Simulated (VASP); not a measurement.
A run of VASP 6.6.1 is set up as follows.

The input INCAR:

```
SYSTEM = SnS2
ALGO = Normal
EDIFF = 1E-7
EDIFFG = -0.005
ENCUT = 600
GGA = PE
IBRION = 2
ISIF = 3
ISMEAR = 0
IVDW = 12
LASPH = .TRUE.
LCHARG = .FALSE.
LREAL = .FALSE.
LWAVE = .FALSE.
NELM = 80
NSW = 90
PREC = Accurate
SIGMA = 0.03
```

The input KPOINTS:

```
k-points
0
G
  9 9 5
  0 0 0
```

POSCAR

```
SnS2                                    
1.0
    3.6672149210      0.0000000000     -0.0000000000
   -1.8336074605      3.1759012782      0.0000000000
    0.0000000000      0.0000000000      5.8130285534
  Sn              S             
     1     2
Direct
     0.0000000000000000    0.0000000000000000    0.0000000000000000
     0.3333333300000021    0.6666666699999979    0.2543667570920880
     0.6666666699999979    0.3333333300000021    0.7456332429079119
```

Potentials or basis: VASP PAW PBE potentials, release 64 (Sn_d, S).

The run is started by

```bash
$ cat potpaw_PBE.64/Sn_d/POTCAR potpaw_PBE.64/S/POTCAR > POTCAR
$ mpirun -np 1 vasp_std > vasp.out
```

**Question.** Estimate the band gap on the k mesh.

**Answer.** 1.31 eV, indirect (least direct gap 1.75 eV).

**Question.** What does it give for the relaxed volume?

**Answer.** 22.56 Å³/atom.

Final structure:
```
CELL_PARAMETERS angstrom
3.66709 0.00000 0.00000
-1.83354 3.17579 0.00000
0.00000 0.00000 5.81104
ATOMIC_POSITIONS crystal
Sn 0.00000 0.00000 0.00000
S 0.33333 0.66667 0.25435
S 0.66667 0.33333 0.74565
```

Caveat: spin-orbit coupling is left out, which moves the levels of the heavy elements; an odd mesh through Γ misses points on the zone boundary, where band edges often lie.
